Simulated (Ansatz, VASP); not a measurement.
# One calculation of Pd, two programs

File INCAR:

```
  PREC = Accurate
  ENCUT = 600
  EDIFF = 1E-6
  ISMEAR = -1
  SIGMA = 0.05
  LREAL = False
  LASPH = True
  NELM = 100
  ALGO = Normal
  ISIF = 3
  LWAVE = False
  LCHARG = False
  GGA = B5
  ALDAX = 1.0
  AGGAX = 1.0
  AGGAC = 1.0
  ALDAC = 0.0
  IBRION = 2
  NSW = 80
  EDIFFG = -0.005
```

File KPOINTS:

```
regular mesh
0
Gamma
  12 12 12
```

File POSCAR:

```
Pd
1.0
    0.0000000000      1.9465000000      1.9465000000
    1.9465000000      0.0000000000      1.9465000000
    1.9465000000      1.9465000000      0.0000000000
Pd
1
Direct
    0.0000000000      0.0000000000      0.0000000000
```

input.yaml

```yaml
crystal:
  lattice:
    - [0.0, 1.9465, 1.9465]
    - [1.9465, 0.0, 1.9465]
    - [1.9465, 1.9465, 0.0]
  atoms:
    - { symbol: Pd, position: [0.0, 0.0, 0.0] }
kpoints:
  mp_grid: { grid: [12, 12, 12] }
scf:
  occupations: { method: fermi_dirac, width: 0.05 }
hamiltonian:
  xc: blyp
  pseudopotentials: { kind: all_electron, lapw: { basis_error: 0.001 } }
output:
  forces: true
  stress: true
relax:
  f_tol: 0.005
  max_steps: 60
  cell: {}
```

Alike in both runs: task relaxation of cell and atoms; functional BLYP; k mesh 12 × 12 × 12; occupations fermi-dirac, width 0.05 eV; no spin polarisation.

|  | VASP | Ansatz |
| --- | --- | --- |
| version | VASP 6.6.1 | Ansatz 0.2.0 |
| potentials or method | VASP PAW PBE potentials, release 64 (Pd) | all-electron LAPW, scalar-relativistic |
| plane-wave cutoff (eV) | 600 | see its input |

|  | VASP | Ansatz | Ansatz less VASP |
| --- | --- | --- | --- |
| relaxed volume (Å³/atom) | 16.34 | 16.31 | -0.034 |
| relaxed cell length with the largest relative difference (Å) | 2.849 | 2.847 | -0.0020 |
| energy change over the relaxation (meV/atom) | -82 | -79 | +3.4 |

Ansatz ran all-electron here, so the differences hold the error of VASP's frozen core and of both bases.

Caveats: the volume moved by +11 % from the deposited cell, more than functionals usually miss; the PAW data sets were made with another functional, which shifts forces and pressure a little (VASP). Zero-point motion and thermal expansion aren't in these numbers. BLYP gives volumes clearly too large for solids.
